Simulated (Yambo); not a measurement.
# HgSe (F-43m) in Yambo: a series of runs

The runs below take HgSe through optical spectrum, with PBEsol.

Program: Yambo 5.3.0. These are calculated values, not measurements. Logs are shortened: lines on timing, memory, paths and dates and some standing lists are left out, and cuts for length are marked.

## 1. The crystal as given

It takes space group F-43m (No. 216, cubic). The conventional cell has a = 6.078 Å, b = 6.078 Å, c = 6.078 Å, α = 90.00°, β = 90.00°, γ = 90.00°. Hg (site symmetry -43m) is surrounded by 4 Se at 2.63 Å. Around Se (site symmetry -43m) lie 4 Hg at 2.63 Å.

## 2. Optical spectrum, PBEsol

optics4.in

```
optics
chi
Chimod= "HARTREE"
% BndsRnXd
 1 | 38 |
%
NGsBlkXd= 2 Ry
% LongDrXd
 1 | 1 | 1 |
%
% QpntsRXd
 1 | 1 |
%
% EnRngeXd
 0 | 15 | eV
%
% DmRngeXd
 0.3 | 0.3 | eV
%
ETStpsXd= 150
```

scf.in

```
&CONTROL
  calculation = 'scf'
  prefix = 'pwscf'
  outdir = './tmp'
  pseudo_dir = './pseudo'
/
&SYSTEM
  ibrav = 0
  nat = 2
  ntyp = 2
  ecutwfc = 86
  nbnd = 26
  occupations = 'smearing'
  smearing = 'fd'
  degauss = 0.00367493
  force_symmorphic = .true.
/
&ELECTRONS
  conv_thr = 4d-10
  electron_maxstep = 120
  mixing_beta = 0.5
/
ATOMIC_SPECIES
Hg   200.5920 Hg.upf
Se    78.9710 Se.upf
CELL_PARAMETERS angstrom
   0.0000000000    3.0390000000    3.0390000000
   3.0390000000    0.0000000000    3.0390000000
   3.0390000000    3.0390000000    0.0000000000
ATOMIC_POSITIONS crystal
Hg     0.0000000000    0.0000000000    0.0000000000
Se     0.7500000000    0.7500000000    0.7500000000
K_POINTS automatic
8 8 8 0 0 0
```

nscf.in

```
&CONTROL
  calculation = 'nscf'
  prefix = 'pwscf'
  outdir = './tmp'
  pseudo_dir = './pseudo'
/
&SYSTEM
  ibrav = 0
  nat = 2
  ntyp = 2
  ecutwfc = 86
  nbnd = 38
  occupations = 'smearing'
  smearing = 'fd'
  degauss = 0.00367493
  force_symmorphic = .true.
/
&ELECTRONS
  conv_thr = 1d-08
  diago_full_acc = .true.
  diago_thr_init = 1d-06
/
ATOMIC_SPECIES
Hg   200.5920 Hg.upf
Se    78.9710 Se.upf
CELL_PARAMETERS angstrom
   0.0000000000    3.0390000000    3.0390000000
   3.0390000000    0.0000000000    3.0390000000
   3.0390000000    3.0390000000    0.0000000000
ATOMIC_POSITIONS crystal
Hg     0.0000000000    0.0000000000    0.0000000000
Se     0.7500000000    0.7500000000    0.7500000000
K_POINTS automatic
8 8 8 0 0 0
```

Potentials or basis: PseudoDojo 0.4.1 SR PBEsol standard.

Run with:

```
> OMP_NUM_THREADS=1 pw.x -in scf.in > scf.out
> OMP_NUM_THREADS=1 pw.x -in nscf.in > nscf.out
> cd tmp/pwscf.save; p2y; mv SAVE ../..; cd ../..
> OMP_NUM_THREADS=1 yambo
> OMP_NUM_THREADS=1 yambo -F optics4.in -J optics4 -C optics4_out
```

Yambo's report:

```text
[... sections 02.01 to 02.04 as in the set-up run ...]

  [02.05] Energies & Occupations
  ==============================

  [X] === General ===
  [X] Electronic Temperature                        :  0.258606E-1   300.100    [eV K]
  [X] Bosonic    Temperature                        :  0.258606E-1   300.100    [eV K]
  [X] Finite Temperature mode                       : yes
  [X] El. density                                   :  0.64133E+24 [cm-3]
  [X] Fermi Level                                   :  9.016743 [eV]

  [X] === Gaps and Widths ===
  [X] Conduction Band Min                           :  9.016743 [eV]
  [X] Valence Band Max                              :  9.016743 [eV]
  [X] Filled Bands                                  :  16
  [X] Metallic Bands                                :  17  19
  [X] Empty Bands                                   :   20   38

  [X] === Metallic Characters ===
  [X] N of el / N of met el                         :  36.00000   4.00093
  [X] Average metallic occ.                         :  0.333411

  [WARNING] [X] Metallic system

 [03] Transferred momenta grid and indexing
 ==========================================

 IBZ Q-points                                      :  29
 BZ  Q-points                                      :   512

 K/Q-points units:
 rlu = crystal or reduced units; cc = cartesian coordinates; iku = interal k-units

 Q [ 1]         [rlu]:  0.000000  0.000000  0.000000
 Q [ 2]         [rlu]: -0.17242E-16 -0.10303E-16  0.12500
 Q [ 3]         [rlu]: -0.34484E-16 -0.20606E-16  0.25000
 Q [ 4]         [rlu]: -0.14645E-16  0.13111E-16  0.37500
 Q [ 5]         [rlu]:  0.68968E-16  0.41212E-16 -0.50000
 Q [ 6]         [rlu]: -0.15204E-16  0.12500      0.12500
 Q [ 7]         [rlu]: -0.45576E-17  0.12500      0.25000
 Q [ 8]         [rlu]: -0.91152E-17  0.12500      0.37500
 Q [ 9]         [rlu]: -0.90751E-16  0.12500      0.50000
 Q [10]         [rlu]:  0.41212E-16  0.12500     -0.37500
 Q [11]         [rlu]:  0.14645E-16  0.12500     -0.25000
 Q [12]         [rlu]:  0.67284E-17  0.12500     -0.12500
 Q [13]         [rlu]: -0.30408E-16  0.25000      0.25000
 Q [14]         [rlu]: -0.33642E-17  0.25000      0.37500
 Q [15]         [rlu]: -0.41201E-16  0.25000      0.50000
[... 12 lines left out ...]
 Q [28]         [rlu]:  0.125000 -0.500000 -0.375000
 Q [29]         [rlu]:  0.250000 -0.500000 -0.250000

 [04] Dipoles
 ============

  [04.01] Setup: observables and procedures
  =========================================

  [WF-Oscillators/G space/Transverse up loader] Normalization (few states)  min/max  :  0.69389E-17   1.0000

  [WR./optics4//ndb.dipoles]------------------------------------------------------
   Brillouin Zone Q/K grids (IBZ/BZ)                :    29   512    29   512
   RL vectors                                       :   6303 [WF]
   Fragmentation                                    : yes
   Electronic Temperature                           :  300.1000 [K]
   Bosonic    Temperature                           :  300.1000 [K]
   DIP band range                                   :    1   38
   DIP band range limits                            :  19  17
   DIP e/h energy range                             : -1.000000 -1.000000 [eV]
   RL vectors in the sum                            :   6303
   [r,Vnl] included                                 : yes
   Bands ordered                                    : yes
   Direct v evaluation                              : no
   Approach used                                    : G-space v
   Dipoles computed                                 : R V P [G-space]
   Wavefunctions                                    : Perdew, Burke & Ernzerhof SOL(X)+Perdew, Burke & Ernzerhof SOL(C)

  [WARNING] [r,Vnl^pseudo] included in position and velocity dipoles.

  [WARNING] In case H contains other non local terms, these are neglected

 [05] Optics
 ===========

 [X-CG] R(p) Tot o/o(of R):    6485  187186     100

 [WARNING] The system is a metal but Drude term not included.
```

Wall time 83 s (1 thread of Arm Neoverse V2, shared host); peak memory 0.52 GiB.

Results:

- Band gap on the k mesh, mean-field level: none (metal or under the smearing width)

Dielectric function (along the field direction of the input):
```
energy (eV)  real part  imaginary part
       0.30      15.99            2.14
       0.81      11.48            7.98
       1.31      10.80            7.05
       1.81       7.19            7.79
       2.32       5.11            7.55
       2.82       4.34            6.82
       3.32       2.83            5.27
       3.83       4.13            4.83
       4.33       2.89            5.38
       4.83       3.76            5.96
       5.34       1.13            6.47
       5.84       0.94            4.91
       6.34       0.83            4.64
       6.85       0.44            4.60
       7.35      -0.13            4.60
       7.85      -0.82            3.76
       8.36      -0.78            2.79
       8.86      -0.70            2.49
       9.36      -0.37            2.17
       9.87      -0.44            2.08
      10.37      -0.47            1.61
      10.87      -0.33            1.49
      11.38      -0.14            1.19
      11.88       0.00            1.22
      12.38       0.07            1.11
      12.89       0.08            1.10
      13.39       0.07            1.00
      13.89       0.11            0.83
      14.40       0.23            0.71
      15.00       0.37            0.68
```

Caveat: the intraband (Drude) term of the metal is left out; the ground state has no gap, which makes the many-body step unreliable; spectra need much finer meshes, so this one isn't converged; these spectra lack excitons. Spin-orbit coupling is left out, which matters for the levels of Hg.

## 3. Optical spectrum, PBEsol

optics5.in

```
optics
chi
tddft
Chimod= "LRC"
% BndsRnXd
 1 | 38 |
%
NGsBlkXd= 3 Ry
% LongDrXd
 1 | 1 | 0 |
%
% QpntsRXd
 1 | 1 |
%
% EnRngeXd
 0 | 30 | eV
%
% DmRngeXd
 0.1 | 0.1 | eV
%
ETStpsXd= 150
LRC_alpha= -1.0
```

scf.in is that of step 2.

nscf.in is that of step 2.

Potentials or basis: PseudoDojo 0.4.1 SR PBEsol standard.

Run with:

```
> OMP_NUM_THREADS=1 pw.x -in scf.in > scf.out
> OMP_NUM_THREADS=1 pw.x -in nscf.in > nscf.out
> cd tmp/pwscf.save; p2y; mv SAVE ../..; cd ../..
> OMP_NUM_THREADS=1 yambo
> OMP_NUM_THREADS=1 yambo -F optics5.in -J optics5 -C optics5_out
```

Yambo's report:

```text
[... sections 02.01 to 02.04 as in the set-up run ...]

  [02.05] Energies & Occupations
  ==============================

  [X] === General ===
  [X] Electronic Temperature                        :  0.258606E-1   300.100    [eV K]
  [X] Bosonic    Temperature                        :  0.258606E-1   300.100    [eV K]
  [X] Finite Temperature mode                       : yes
  [X] El. density                                   :  0.64133E+24 [cm-3]
  [X] Fermi Level                                   :  9.016743 [eV]

  [X] === Gaps and Widths ===
  [X] Conduction Band Min                           :  9.016743 [eV]
  [X] Valence Band Max                              :  9.016743 [eV]
  [X] Filled Bands                                  :  16
  [X] Metallic Bands                                :  17  19
  [X] Empty Bands                                   :   20   38

  [X] === Metallic Characters ===
  [X] N of el / N of met el                         :  36.00000   4.00093
  [X] Average metallic occ.                         :  0.333411

  [WARNING] [X] Metallic system

 [03] Transferred momenta grid and indexing
 ==========================================

 IBZ Q-points                                      :  29
 BZ  Q-points                                      :   512

 K/Q-points units:
 rlu = crystal or reduced units; cc = cartesian coordinates; iku = interal k-units

 Q [ 1]         [rlu]:  0.000000  0.000000  0.000000
 Q [ 2]         [rlu]: -0.17242E-16 -0.10303E-16  0.12500
 Q [ 3]         [rlu]: -0.34484E-16 -0.20606E-16  0.25000
 Q [ 4]         [rlu]: -0.14645E-16  0.13111E-16  0.37500
 Q [ 5]         [rlu]:  0.68968E-16  0.41212E-16 -0.50000
 Q [ 6]         [rlu]: -0.15204E-16  0.12500      0.12500
 Q [ 7]         [rlu]: -0.45576E-17  0.12500      0.25000
 Q [ 8]         [rlu]: -0.91152E-17  0.12500      0.37500
 Q [ 9]         [rlu]: -0.90751E-16  0.12500      0.50000
 Q [10]         [rlu]:  0.41212E-16  0.12500     -0.37500
 Q [11]         [rlu]:  0.14645E-16  0.12500     -0.25000
 Q [12]         [rlu]:  0.67284E-17  0.12500     -0.12500
 Q [13]         [rlu]: -0.30408E-16  0.25000      0.25000
 Q [14]         [rlu]: -0.33642E-17  0.25000      0.37500
 Q [15]         [rlu]: -0.41201E-16  0.25000      0.50000
[... 12 lines left out ...]
 Q [28]         [rlu]:  0.125000 -0.500000 -0.375000
 Q [29]         [rlu]:  0.250000 -0.500000 -0.250000

 [04] Dipoles
 ============

  [04.01] Setup: observables and procedures
  =========================================

  [WF-Oscillators/G space/Transverse up loader] Normalization (few states)  min/max  :  0.69389E-17   1.0000

  [WR./optics5//ndb.dipoles]------------------------------------------------------
   Brillouin Zone Q/K grids (IBZ/BZ)                :    29   512    29   512
   RL vectors                                       :   6303 [WF]
   Fragmentation                                    : yes
   Electronic Temperature                           :  300.1000 [K]
   Bosonic    Temperature                           :  300.1000 [K]
   DIP band range                                   :    1   38
   DIP band range limits                            :  19  17
   DIP e/h energy range                             : -1.000000 -1.000000 [eV]
   RL vectors in the sum                            :   6303
   [r,Vnl] included                                 : yes
   Bands ordered                                    : yes
   Direct v evaluation                              : no
   Approach used                                    : G-space v
   Dipoles computed                                 : R V P [G-space]
   Wavefunctions                                    : Perdew, Burke & Ernzerhof SOL(X)+Perdew, Burke & Ernzerhof SOL(C)

  [WARNING] [r,Vnl^pseudo] included in position and velocity dipoles.

  [WARNING] In case H contains other non local terms, these are neglected

 [05] Optics
 ===========

 [X-CG] R(p) Tot o/o(of R):    6485  187186     100

 [WARNING] The system is a metal but Drude term not included.
```

o-optics5.eel_q1_inv_LRC_dyson:

```text
# Electron Energy Loss @ Q(1):  0.707106781     0.707106781      0.00000000    [q->0 direction]
#
# [ X ] Hartree size                              :   51
# [GEN] GF Energies                               : Perdew, Burke & Ernzerhof SOL(X)+Perdew, Burke & Ernzerhof SOL(C)
# [GEN] Green`s Function                          : Retarded
#
# [GEN] Gauge                                     : Length
# [GEN] [r,Vnl] included                          : yes
#
#    E[1] [eV]          Im(eel)            Re(eel)            Im(eel_o)          Re(eel_o)
#
        0.000000          -0.31787E-16        0.014638          -0.61089E-19       -0.057843
        0.201342           0.002335           0.016824           0.001827          -0.056136
        0.402685           0.005953           0.024341           0.004689          -0.050246
        0.604027           0.015748           0.041601           0.012639          -0.036630
        0.805369           0.076985           0.065765           0.063459          -0.020311
        1.006711           0.061629          -0.024624           0.044805          -0.088088
[... 142 lines left out ...]
        29.79866           0.532543          -1.232228           0.914185          -1.302046
        30.00000           0.443713          -1.234048           0.826147          -1.199387
#
```

Wall time 87 s (1 thread of Arm Neoverse V2, shared host); peak memory 0.52 GiB.

What came out:

```
Band gap on the k mesh, mean-field level : none (metal or under the smearing width)
Peak of the energy-loss function         : 14.3 eV
```

Dielectric function (along the field direction of the input):
| energy (eV) | real part | imaginary part |
| --- | --- | --- |
| 0.40 | -38.76 | 9.48 |
| 1.41 | -14.60 | 12.69 |
| 2.42 | -2.81 | 7.10 |
| 3.42 | 0.67 | 5.75 |
| 4.43 | -0.24 | 3.90 |
| 5.44 | -2.45 | 3.97 |
| 6.44 | -0.44 | 3.52 |
| 7.45 | -2.01 | 3.52 |
| 8.46 | -0.71 | 1.75 |
| 9.46 | -0.26 | 1.64 |
| 10.67 | -0.31 | 1.27 |
| 11.68 | 0.17 | 1.02 |
| 12.68 | 0.10 | 1.06 |
| 13.69 | 0.02 | 0.75 |
| 14.70 | 0.22 | 0.59 |
| 15.70 | 0.45 | 0.59 |
| 16.71 | 0.42 | 0.53 |
| 17.72 | 0.73 | 0.57 |
| 18.72 | 0.54 | 0.83 |
| 19.93 | 0.51 | 0.49 |

Energy-loss function:
| energy (eV) | loss |
| --- | --- |
| 0.0 | 0.000 |
| 1.2 | 0.026 |
| 2.6 | 0.122 |
| 3.8 | 0.085 |
| 5.2 | 0.119 |
| 6.4 | 0.280 |
| 7.9 | 0.252 |
| 9.1 | 0.660 |
| 10.5 | 0.843 |
| 11.7 | 0.957 |
| 13.1 | 1.128 |
| 14.3 | 1.676 |
| 15.7 | 1.071 |
| 16.9 | 0.940 |
| 18.3 | 0.776 |
| 19.5 | 1.057 |
| 20.9 | 0.807 |
| 22.1 | 0.857 |
| 23.6 | 0.811 |
| 24.8 | 0.623 |
| 26.2 | 0.682 |
| 27.4 | 0.717 |
| 28.8 | 0.699 |
| 30.0 | 0.444 |

Caveat: the intraband (Drude) term of the metal is left out; the ground state has no gap, which makes the many-body step unreliable; the long-range kernel's strength is typed, not fitted to the crystal's screening; spectra need much finer meshes, so this one isn't converged; independent-particle spectra lack excitons. The run has no spin-orbit coupling, so splittings on Hg are missing.
